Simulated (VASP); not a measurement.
# PbSe (Clausthalite) (Fm-3m) in VASP: a series of runs, part 3 of 3

VASP 6.6.1.

## 5. Relaxation of cell and atoms, PBEsol

INCAR reads:

```
SYSTEM = PbSe
PREC     = Accurate       ! precision mode
ENCUT    = 600            ! plane-wave cutoff, eV
EDIFF    = 1E-6           ! SCF threshold, eV
ISMEAR   = 0              ! smearing method
SIGMA    = 0.03           ! smearing width, eV
LREAL    = .FALSE.        ! projectors in reciprocal space
LASPH    = .TRUE.         ! aspherical terms in the spheres
NELM     = 80             ! most SCF steps
ALGO     = Normal         ! electronic algorithm
ISIF     = 3              ! what is computed and relaxed
LWAVE    = .FALSE.        ! write WAVECAR
LCHARG   = .FALSE.        ! write CHGCAR
GGA      = PS             ! functional
IBRION   = 2              ! ionic algorithm
NSW      = 90             ! ionic steps
EDIFFG   = -0.01          ! ionic threshold
```

KPOINTS reads:

```
Automatic mesh
0
G
  8 8 8
  0 0 0
```

POSCAR reads:

```
PbSe
1.0
    0.0000000000      3.0606500000      3.0606500000
    3.0606500000      0.0000000000      3.0606500000
    3.0606500000      3.0606500000      0.0000000000
Pb Se
1 1
Direct
    0.0000000000      0.0000000000      0.0000000000
    0.5000000000      0.5000000000      0.5000000000
```

Potentials or basis: VASP PAW PBE potentials, release 64 (Pb_d, Se).

Command:

```sh
$ cat potpaw_PBE.64/Pb_d/POTCAR potpaw_PBE.64/Se/POTCAR > POTCAR
$ mpirun -np 1 vasp_std > vasp.out
```

OUTCAR:

```text
SYSTEM = PbSe
   PREC = Accurate
   ENCUT = 600
   EDIFF = 1E-6
   ISMEAR = 0
   LREAL = .FALSE.
   LASPH = .TRUE.
   NELM = 80
   ISIF = 3
   GGA = PS
   IBRION = 2
   NSW = 90
   EDIFFG = -0.01

 ion  position               nearest neighbor table
   1  0.000  0.000  0.000-   2 3.06   2 3.06   2 3.06   2 3.06   2 3.06   2 3.06
   2  0.500  0.500  0.500-   1 3.06   1 3.06   1 3.06   1 3.06   1 3.06   1 3.06

  LATTYP: Found a face centered cubic cell.
 ALAT       =     6.1213000000

  Lattice vectors:

 A1 = (   0.0000000000,   3.0606500000,   3.0606500000)
 A2 = (   3.0606500000,   0.0000000000,   3.0606500000)
 A3 = (   3.0606500000,   3.0606500000,   0.0000000000)

Analysis of symmetry for initial positions (statically):
=====================================================================
 Subroutine PRICEL returns:
 Original cell was already a primitive cell.

 Routine SETGRP: Setting up the symmetry group for a
 face centered cubic supercell.

 Subroutine GETGRP returns: Found 48 space group operations
 (whereof 48 operations were pure point group operations)
 out of a pool of 48 trial point group operations.

The static configuration has the point symmetry O_h .

Analysis of symmetry for dynamics (positions and initial velocities):
=====================================================================
 Subroutine PRICEL returns:
 Original cell was already a primitive cell.

 Routine SETGRP: Setting up the symmetry group for a
 face centered cubic supercell.

 Subroutine GETGRP returns: Found 48 space group operations
 (whereof 48 operations were pure point group operations)
 out of a pool of 48 trial point group operations.

The dynamic configuration has the point symmetry O_h .

 Subroutine INISYM returns: Found 48 space group operations
 (whereof 48 operations are pure point group operations),
 and found     1 'primitive' translations

----------------------------------------------------------------------------------------

                                     Primitive cell

  volume of cell :      57.3418

  direct lattice vectors                    reciprocal lattice vectors
     0.000000000  3.060650000  3.060650000    -0.163363991  0.163363991  0.163363991
     3.060650000  0.000000000  3.060650000     0.163363991 -0.163363991  0.163363991
     3.060650000  3.060650000  0.000000000     0.163363991  0.163363991 -0.163363991

  length of vectors
     4.328412740  4.328412740  4.328412740     0.282954733  0.282954733  0.282954733

  position of ions in fractional coordinates (direct lattice)
     0.000000000  0.000000000  0.000000000
     0.500000000  0.500000000  0.500000000

  ion indices of the primitive-cell ions
   primitive index   ion index
                 1           1
                 2           2

----------------------------------------------------------------------------------------

 KPOINTS: Automatic mesh

Automatic generation of k-mesh.
 Grid dimensions read from file:
 generate k-points for:    8    8    8

 Generating k-lattice:

  Cartesian coordinates                     Fractional coordinates (reciprocal lattice)
    -0.020420499  0.020420499  0.020420499     0.125000000  0.000000000  0.000000000
     0.020420499 -0.020420499  0.020420499     0.000000000  0.125000000  0.000000000
[... 56 lines left out ...]
   ENCUT  =  600.0 eV  44.10 Ry    6.64 a.u.   8.64  8.64  8.64*2*pi/ulx,y,z
   NELM   =     80;   NELMIN=  2; NELMDL= -5     # of ELM steps
   EDIFF  = 0.1E-05   stopping-criterion for ELM
   LREAL  =      F    real-space projection
   EDIFFG = -.1E-01   stopping-criterion for IOM
   NSW    =     90    number of steps for IOM
   IBRION =      2    ionic relax: 0-MD 1-quasi-New 2-CG
   NFREE  =      1    steps in history (QN), initial steepest desc. (CG)
   ISIF   =      3    stress and relaxation
   ISYM   =      2    0-nonsym 1-usesym 2-fastsym
   POTIM  = 0.5000    time-step for ionic-motion
   TEBEG  =    0.0;   TEEND  =   0.0 temperature during run
   PSTRESS=    0.0 pullay stress
   NELECT =      20.0000    total number of electrons
   NUPDOWN=      -1.0000    fix difference up-down
   EMIN   =  10.00;   EMAX   =-10.00  energy-range for DOS
   EFERMI =   0.00;   METHOD = LEGACY
   ISMEAR =     0;   SIGMA  =   0.03  broadening in eV -4-tet -1-fermi 0-gaus
   EFERMI_NEDOS =   21; number of points for ismear=-14 and -15
   IALGO  =     38    algorithm
   IMIX   =      4    mixing-type and parameters
     AMIX     =   0.40;   BMIX     =  1.00
     AMIX_MAG =   1.60;   BMIX_MAG =  1.00
  volume/ion in A,a.u.               =      28.67       193.48
  Fermi-wavevector in a.u.,A,eV,Ry     =   1.152377  2.177676 18.068159  1.327972
  Thomas-Fermi vector in A             =   2.289028
   LORBIT       =      0    0 simple, 1 ext, 2 COOP (PROOUT), +10 PAW based schemes
   GGA     = PS    functional components
   LHFCALC =     F    Hartree Fock is set to
   AEXX    =    0.0000 exact exchange contribution
   IVDW    =     0    specifies the selected vdW correction
   LEPSILON=     F    determine dielectric tensor
   LRPA    =     F    only Hartree local field effects (RPA)
 conjugate gradient relaxation of ions
 non-spin polarized calculation
 Gauss-broadening in eV      SIGMA  =   0.03
  energy-cutoff  :      600.00
  volume of cell :       57.34
 maximum number of plane-waves:      1930
   NGX = 17   NGY = 17   NGZ = 17

--------------------------------------- Ionic step        1  -------------------------------------------

 number of electron      20.0000001 magnetization

 Free energy of the ion-electron system (eV)
  ---------------------------------------------------
  ext. energy  EPLUGINS =         0.00000000
  ---------------------------------------------------
  free energy    TOTEN  =        -8.91710574 eV

  energy without entropy =       -8.91710573  energy(sigma->0) =       -8.91710574

------------------------ aborting loop because EDIFF is reached ----------------------------------------

  FORCE on cell =-STRESS in cart. coord.  units (eV):
  Direction    XX          YY          ZZ          XY          YZ          ZX
  --------------------------------------------------------------------------------------
  -------------------------------------------------------------------------------------
  Total       -0.1651595     -0.1651595     -0.1651595      0.0000000      0.0000000      0.0000000
  in kB       -4.6146965     -4.6146965     -4.6146965      0.0000000      0.0000000      0.0000000
  external PRESSURE =      -4.6146965 kB  Pullay stress =       0.0000000 kB
[... 59 lines left out ...]
--------------------------------------- Ionic step        3  -------------------------------------------

 number of electron      20.0000000 magnetization

 Free energy of the ion-electron system (eV)
  ---------------------------------------------------
  ext. energy  EPLUGINS =         0.00000000
  ---------------------------------------------------
  free energy    TOTEN  =        -8.91780037 eV

  energy without entropy =       -8.91780031  energy(sigma->0) =       -8.91780034

 E-fermi :   5.1098     XC(G=0):  -9.7583

 val. band max:        5.0228850937   @ k =   0.5000   0.0000   0.0000
 cond. band min:       5.1967866375   @ k =   0.5000   0.0000   0.0000
 fundamental gap:      0.1739015438
 Fermi energy:         5.1098361157

 k-point     1 :       0.0000    0.0000    0.0000
  band No.  band energies     occupation
      1     -11.7440      2.00000
      2     -11.7440      2.00000
      3     -11.7440      2.00000
      4     -11.7428      2.00000
      5     -11.7428      2.00000
      6      -8.6632      2.00000
      7      -1.3020      2.00000
      8       3.1070      2.00000
      9       3.1070      2.00000
     10       3.1070      2.00000
     11       9.7118      0.00000
     12       9.7118      0.00000
     13       9.7118      0.00000
     14      11.4461      0.00000
[... 377 lines left out ...]
      1     -11.8042      2.00000
      2     -11.7556      2.00000
      3     -11.7329      2.00000
      4     -11.7222      2.00000
      5     -11.7062      2.00000
      6      -7.3629      2.00000
      7      -3.5316      2.00000
      8       1.6914      2.00000
      9       2.0801      2.00000
     10       4.1833      2.00000
     11       6.3315      0.00000
     12       8.4111      0.00000
     13       9.1059      0.00000
     14      12.5377      0.00000

 [... further k-points ...]

------------------------ aborting loop because EDIFF is reached ----------------------------------------

  FORCE on cell =-STRESS in cart. coord.  units (eV):
  Direction    XX          YY          ZZ          XY          YZ          ZX
  --------------------------------------------------------------------------------------
  -------------------------------------------------------------------------------------
  Total        0.0003177      0.0003177      0.0003177      0.0000000      0.0000000     -0.0000000
  in kB        0.0089537      0.0089537      0.0089537      0.0000000      0.0000000     -0.0000000
  external PRESSURE =       0.0089537 kB  Pullay stress =       0.0000000 kB
[... 17 lines left out ...]
  FREE ENERGIE OF THE ION-ELECTRON SYSTEM (eV)
  ---------------------------------------------------
  free  energy   TOTEN  =        -8.9178003722 eV

  energy  without entropy=       -8.9178003128  energy(sigma->0) =       -8.91780034

 reached required accuracy - stopping structural energy minimisation
```

Wall time 44 s (1 thread of Intel Xeon Platinum 8259CL at 2.50GHz (Skylake/Cascade Lake), shared host); peak memory 0.21 GiB.

What came out:

| Property | Result |
| --- | --- |
| Free energy | -8.9178 eV |
| Relaxed volume | 28.43 Å³/atom |
| Relaxed cell | a = 4.316 Å, b = 4.316 Å, c = 4.316 Å, α = 60.00°, β = 60.00°, γ = 60.00° |
| Space group after relaxing (to 0.05 Å) | Fm-3m (No. 225) |
| Energy gained by relaxing | 0.3 meV/atom |
| Ionic steps | 3 |
| Pressure after relaxing | 0.0 GPa |
| Band gap on the k mesh | 0.17 eV, direct |

The path:
| step | energy change (eV) | largest force (eV/Å) | pressure (GPa) | volume (Å³) |
| --- | --- | --- | --- | --- |
| 1 | 0.0000 | 0.0000 | -0.46 | 57.34 |
| 2 | -0.0006 | 0.0000 | 0.19 | 56.66 |
| 3 | -0.0007 | 0.0000 | 0.00 | 56.86 |

Final structure:
```cif
data_structure
_symmetry_space_group_name_H-M 'P 1'
_symmetry_Int_Tables_number 1
_cell_length_a 4.3162
_cell_length_b 4.3162
_cell_length_c 4.3162
_cell_angle_alpha 60.000
_cell_angle_beta 60.000
_cell_angle_gamma 60.000
_cell_volume 56.86
loop_
_atom_site_label
_atom_site_type_symbol
_atom_site_fract_x
_atom_site_fract_y
_atom_site_fract_z
_atom_site_occupancy
Pb1 Pb 0.00000 0.00000 0.00000 1
Se1 Se 0.50000 0.50000 0.50000 1
```

Levels at points of the mesh, in eV from the valence-band top:
```csv
k point,band 7,band 8,band 9,band 10,band 11,band 12,band 13,band 14
"(0.00, 0.00, 0.00)",-6.32,-1.92,-1.92,-1.92,4.69,4.69,4.69,6.42
"(0.50, 0.00, 0.00)",-8.89,-1.50,-1.50,0.00,0.17,1.63,1.63,8.42
"(0.50, 0.50, 0.00)",-7.43,-5.10,-3.31,-3.31,3.54,5.61,5.61,6.04
```

Caveat: the PAW data sets were made with another functional, which shifts forces and pressure a little; spin-orbit coupling is left out, which as a rule narrows the gap of such compounds by several tenths of an eV. A k mesh can miss the band edges.

## 6. The runs side by side

| task | level | cell | gap on the mesh (eV) | pressure (GPa) |
| --- | --- | --- | --- | --- |
| relaxation of the atoms | r2SCAN | atoms relaxed from: a relaxed cell with its volume scaled by 1.02 | 0.73 | -1.0 |
| relaxation of the atoms | r2SCAN | atoms relaxed from: a relaxed cell with its volume scaled by 1.04 | 0.79 | -1.8 |
| relaxation of the atoms | r2SCAN | atoms relaxed from: a relaxed cell with its volume scaled by 1.06 | 0.84 | -2.6 |
| relaxation of cell and atoms | PBEsol | relaxed | 0.17 | 0.0 |

Alike in all rows: potentials or basis VASP PAW PBE potentials, release 64 (Pb_d, Se); no spin polarisation; k mesh 8 × 8 × 8; cutoff (eV) 600; smearing gaussian 0.03 eV.

Caveats: the PAW data sets were made with another functional, which shifts forces and pressure a little; spin-orbit coupling is left out, which as a rule narrows the gap of such compounds by several tenths of an eV; the relaxation stopped at its first step, so nothing moved (some runs).

Total energies depend on the potentials used, so only differences within one code and one set of settings carry meaning.
